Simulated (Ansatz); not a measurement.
# How far is PAW off for Ca?

```xyz
1
Lattice="3.5202 0.0000 0.0000 0.0000 3.5202 0.0000 0.0000 0.0000 3.5202" Properties=species:S:1:pos:R:3 pbc="T T T"
Ca    0.0000    0.0000    0.0000
```

The cell was built from the sc type and relaxed in the same program, and has space group Pm-3m; it needn't be a known or the stable phase.

All numbers are computed: DFT, PBE, PAW with Ansatz's default frozen-core files, scalar-relativistic (Ansatz 0.2.0); DFT, PBE, all-electron PAW with datasets made for the crystal, scalar-relativistic (Ansatz 0.2.0); DFT, PBE, all-electron LAPW, scalar-relativistic (Ansatz 0.2.0).

For PAW: a Γ-centred 13×13×13 k mesh, Fermi–Dirac smearing of 0.05 eV, cutoff 420 eV, no spin polarisation. The crystal-made all-electron datasets (AE datasets) take a cutoff of 200 eV at this cell. LAPW targets a basis error of 1 meV/atom. The Ansatz runs share mesh, smearing and spin set-up. Plane-wave (PAW) pressures include the program's estimate of the Pulay term.

Stress and pressure are positive in compression.

Levels count from the Fermi level.

| quantity | PAW | AE datasets | LAPW |
| --- | --- | --- | --- |
| pressure (GPa) | 0.00 | 0.00 | 0.01 |
| highest filled level at X (eV) | -0.491 | -0.491 | -0.491 |
| lowest empty level at X (eV) | 1.334 | 1.334 | 1.334 |
| highest filled level at R (eV) | -23.277 | -23.276 | -23.276 |
| lowest empty level at R (eV) | 0.704 | 0.704 | 0.704 |
| highest filled level at M (eV) | -0.338 | -0.338 | -0.338 |
| lowest empty level at M (eV) | 0.914 | 0.914 | 0.914 |
